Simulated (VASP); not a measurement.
Consider the following.

```xyz
6
Lattice="4.4155 0.0000 0.0000 0.0000 4.4155 0.0000 0.0000 0.0000 2.8774" Properties=species:S:1:pos:R:3 pbc="T T T"
Ge     0.0000     0.0000     0.0000
Ge     2.2077     2.2077     1.4387
O      1.3502     1.3502     2.8774
O      3.5579     0.8575     1.4387
O      0.8575     3.5579     1.4387
O      3.0653     3.0653     0.0000
```

These are r2SCAN meta-GGA, VASP's PBE PAW potentials (set 64) (plane waves; VASP) values and carry that method's errors. Run with 520 eV cut-off, 7×7×10 Γ-centred mesh, Gaussian smearing of 0.010 eV, potentials Ge_d O.

### Question
The job: GeO2 (rutile), 6 atoms, r2SCAN, optics run with many empty bands, 520 eV, 7×7×10 Γ-centred mesh. Roughly how much core time does it take on a busy server core?

### Answer
About 20 core-minutes (one run on a shared machine, a rough figure). It had 60 irreducible k-points, 93 bands, up to 1527 plane waves and 20 electronic steps.

The compound is GeO2 in the rutile structure. It was relaxed first.
